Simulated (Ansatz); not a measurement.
## Orbital-resolved density of states of CdS

```xyz
4
Lattice="4.1348 0.0000 0.0000 -2.0674 3.5808 0.0000 0.0000 0.0000 6.7490" Properties=species:S:1:pos:R:3 pbc="T T T"
Cd    0.0000    2.3872    0.0000
Cd    2.0674    1.1936    3.3745
S     0.0000    2.3872    2.5984
S     2.0674    1.1936    5.9729
```

Atoms are numbered in the order listed.

The cell is COD entry 9008862, as deposited and not checked against the literature; nothing was relaxed. It differs from other determinations.

The calculation used DFT, PBE, all-electron LAPW, scalar-relativistic (Ansatz 0.2.0).

Numerical set-up: a Γ-centred 7×7×4 k mesh, Fermi–Dirac smearing of 0.01 eV, basis error target 1 meV/atom, no spin polarisation.

States per eV for one atom of each kind, in 0.4 eV bins named by their centres, from the valence-band top, projected on a minimal set of Löwdin-orthogonalised atomic shells; orbitals are real harmonics on the Cartesian axes, equal curves share a column, and empty bins are left out, as is all above 6.3 eV, near the top of the computed bands.

Cd1 4d:

```
# E all dz2 dxz=dyz dx2-y2=dxy
-12.1 0.13 0.04 0.01 0.03
-11.7 0.26 0.07 0.03 0.06
-7.7 6.65 1.68 0.90 1.58
-7.3 13.57 1.99 3.45 2.34
-6.9 3.14 0.89 0.43 0.69
-6.5 0.37 0.11 0.05 0.08
-4.1 0.04 0.01 0.01 0.01
-3.7 0.08 0.02 0.02 0.02
-3.3 0.05 0.01 0.01 0.01
-2.9 0.04 0.01 0.01 0.01
-2.5 0.05 0.01 0.01 0.01
-2.1 0.08 0.02 0.01 0.02
-1.7 0.10 0.02 0.01 0.03
-1.3 0.15 0.05 0.02 0.03
-0.9 0.15 0.04 0.02 0.03
-0.5 0.07 0.02 0.01 0.02
-0.1 0.02 0.00 0.00 0.00
5.5 0.01 0.00 0.00 0.00
```

S3 3p:

```
# E all pz px=py
-7.7 0.47 0.12 0.18
-7.3 0.30 0.11 0.09
-6.9 0.06 0.02 0.02
-4.1 0.80 0.19 0.30
-3.7 1.16 0.43 0.37
-3.3 0.50 0.16 0.17
-2.9 0.39 0.11 0.14
-2.5 0.80 0.31 0.24
-2.1 1.34 0.43 0.45
-1.7 1.63 0.38 0.63
-1.3 2.27 0.94 0.66
-0.9 2.13 0.81 0.66
-0.5 0.96 0.33 0.31
-0.1 0.19 0.05 0.07
2.3 0.02 0.01 0.01
2.7 0.04 0.01 0.01
3.1 0.08 0.03 0.02
3.5 0.21 0.06 0.07
3.9 0.31 0.10 0.11
4.3 0.29 0.09 0.10
4.7 0.13 0.04 0.05
5.1 0.03 0.01 0.01
5.5 0.24 0.08 0.08
5.9 0.11 0.03 0.04
```

Cd1 5s:

```
# E all
-12.1 0.32
-11.7 0.09
-7.7 0.02
-7.3 0.05
-6.9 0.06
-4.1 0.38
-3.7 0.49
-3.3 0.18
-2.9 0.09
-2.5 0.06
-2.1 0.06
-1.7 0.04
-1.3 0.03
-0.9 0.01
1.9 0.01
2.3 0.04
2.7 0.08
3.1 0.19
3.5 0.49
3.9 0.66
4.3 0.54
4.7 0.21
5.1 0.03
5.5 0.28
5.9 0.12
```

S3 3s:

```
# E all
-12.1 1.88
-11.7 2.30
-7.3 0.02
-6.9 0.22
-6.5 0.04
-4.1 0.01
-3.7 0.06
-3.3 0.05
-2.9 0.03
-2.5 0.02
-2.1 0.02
-1.7 0.01
-1.3 0.01
1.9 0.01
2.3 0.01
2.7 0.02
3.1 0.04
3.5 0.07
3.9 0.06
4.3 0.03
4.7 0.01
5.5 0.01
```
